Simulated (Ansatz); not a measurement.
**La in Ansatz: the effect of functional**

The system is La.

```
La
1.0
     3.72483    0.00000    0.00000
    -1.86242    3.22580    0.00000
     0.00000    0.00000    6.02926
La
2
Cartesian
  1.8624 1.0753 4.5219
  0.0000 2.1505 1.5073
```

This isn't the form of La at room conditions, which is double hcp.

The cell isn't the ideal one: volume scaled by 0.98.

Alike in all runs:

```yaml
Program: Ansatz 0.2.0
Task: single point
Potentials_or_basis: Ansatz PAW
k_mesh: 8 × 8 × 5
Occupations: fermi-dirac, width 0.05 eV
Spin: no spin polarisation
```

Question: One run gave: pressure -2.4 GPa. Which functional did it use?
A. PBE
B. LDA
C. r2SCAN

Answer: B.

```tsv
functional	cutoff	pressure (GPa)
LDA	420 eV (not typed: the program's choice for these potentials)	-2.4
r2SCAN	500 eV (not typed: the program's choice for these potentials)	1.4
PBE	420 eV (not typed: the program's choice for these potentials)	1.2
```

Caveats: the PAW data sets come from PBE, with cores solved anew for the run's functional, which leaves a small shift of forces and pressure (some runs); the magnetic or orbital state may not be the lowest (some runs).
